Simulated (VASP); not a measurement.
Here is a VASP 6.6.1 calculation.

File INCAR:

```
ALGO = Normal ; EDIFF = 1E-8
ENCUT = 520 ; GGA = PE
ISIF = 2 ; ISMEAR = -1
LASPH = T ; LCHARG = F
LEFG = T ; LREAL = F
LWAVE = F ; NBANDS = 11
NELM = 100 ; PREC = Accurate
SIGMA = 0.03
```

Contents of KPOINTS:

```
k-points
0
Gamma
  13 13 13
```

File POSCAR:

```
BN
1.0
    0.0000000000      1.8352381934      1.7532750000
    1.8352381934      0.0000000000      1.7532750000
    1.8352381934      1.8352381934      0.0000000000
B N
1 1
Direct
    0.0000000000      0.0000000000      0.0000000000
    0.7500000000      0.7500000000      0.7500000000
```

Potentials or basis: VASP PAW PBE potentials, release 64 (B, N).

The run is started by

```console
$ cat potpaw_PBE.64/B/POTCAR potpaw_PBE.64/N/POTCAR > POTCAR
$ mpirun -np 1 vasp_std > vasp.out
```

(1) Predict the band gap on the k mesh.

(2) Predict the pressure.

Results:

(1) 3.76 eV, indirect (least direct gap 8.34 eV).

(2) 3.2 GPa.

Caveat: an odd mesh through Γ misses points on the zone boundary, where band edges often lie.
